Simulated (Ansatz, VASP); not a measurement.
## One calculation of SiC (Moissanite 3C), two programs

POSCAR

```
SiC
1.0
    0.0000000000      2.1783189300      2.1783189300
    2.1783189300      0.0000000000      2.1783189300
    2.1783189300      2.1783189300      0.0000000000
Si C
1 1
Direct
    0.0000000000      0.0000000000      0.0000000000
    0.2500000000      0.2500000000      0.2500000000
```

The input INCAR.step1:

```
SYSTEM = SiC
PREC     = Accurate       ! precision mode
ENCUT    = 520            ! plane-wave cutoff, eV
ISMEAR   = -1             ! smearing method
SIGMA    = 0.02           ! smearing width, eV
LREAL    = .False.        ! projectors in reciprocal space
LASPH    = .True.         ! aspherical terms in the spheres
NELM     = 100            ! most SCF steps
GGA      = PE             ! functional
ALGO     = Normal         ! electronic algorithm
EDIFF    = 1E-4           ! SCF threshold, eV
LWAVE    = .True.         ! write WAVECAR
LCHARG   = .False.        ! write CHGCAR
```

The input INCAR.step2:

```
SYSTEM = SiC
PREC     = Accurate       ! precision mode
ENCUT    = 520            ! plane-wave cutoff, eV
EDIFF    = 1E-6           ! SCF threshold, eV
ISMEAR   = -1             ! smearing method
SIGMA    = 0.02           ! smearing width, eV
LREAL    = .False.        ! projectors in reciprocal space
LASPH    = .True.         ! aspherical terms in the spheres
NELM     = 100            ! most SCF steps
ALGO     = Normal         ! electronic algorithm
ISIF     = 2              ! what is computed and relaxed
LWAVE    = .False.        ! write WAVECAR
LCHARG   = .False.        ! write CHGCAR
METAGGA  = R2SCAN         ! meta-GGA
LMIXTAU  = .True.       
IBRION   = 2              ! ionic algorithm
NSW      = 50             ! ionic steps
EDIFFG   = -0.01          ! ionic threshold
ISTART   = 1
```

The input KPOINTS:

```
Automatic mesh
0
Gamma
  12 12 12
  0 0 0
```

Input for Ansatz:

```yaml
crystal:
  lattice:
    - [0.0, 2.17831893, 2.17831893]
    - [2.17831893, 0.0, 2.17831893]
    - [2.17831893, 2.17831893, 0.0]
  atoms:
    - { symbol: Si, position: [0.0, 0.0, 0.0] }
    - { symbol: C, position: [0.25, 0.25, 0.25] }
  symmetry: { tolerance: 0.0003 }
hamiltonian:
  xc: r2scan
  pseudopotentials: { kind: paw, azcp: { folder: soft_1 } }
basis:
  ecutwfc: 500
magnetization:
  spin_polarized: false
scf:
  occupations: { method: fermi_dirac, width: 0.02 }
kpoints:
  mp_grid: { grid: [12, 12, 12], shift: [0, 0, 0] }
  band_path:
    path:
      - [0.0, 0.0, 0.0]
      - [-0.5, -0.5, 0.0]
      - [-0.375, -0.375, 0.25]
      - [-0.375, 0.0, 0.375]
      - [0.0, 0.0, 0.0]
      - [0.0, 0.0, 0.5]
      - [-0.5, -0.25, 0.25]
      - [-0.5, -0.5, 0.0]
    npoints: 10
output:
  forces: true
  stress: true
  eigenvalues: true
  write_potential: true
  elf: true
  volumetric_format: npy
  dos: { e_range: [-12, 8], de: 0.05 }
relax:
  max_steps: 30
```

Alike in both runs: task relaxation of the atoms; functional r2SCAN; k mesh 12 × 12 × 12; occupations fermi-dirac, width 0.02 eV; no spin polarisation.

|  | VASP | Ansatz |
| --- | --- | --- |
| version | VASP 6.6.1 | Ansatz 0.2.0 |
| potentials or method | VASP PAW PBE potentials, release 64 (Si, C) | PAW plane waves |
| plane-wave cutoff (eV) | 520 | 500 |
| valence electrons in the cell | 8 | 8 |

Ansatz gave:

* gap on the k mesh at the Fermi level, each at its own relaxed structure (eV): 1.71

Task: What did VASP give for the same quantities?

Result: gap on the k mesh at the Fermi level, each at its own relaxed structure (eV): 1.72.

Ansatz warned: «stress_scf_threshold_loose».

Caveats: the relaxation stopped at its first step, so nothing moved. A k mesh can miss the band edges. r2SCAN opens gaps a little over a GGA but as a rule still falls short of measured ones.
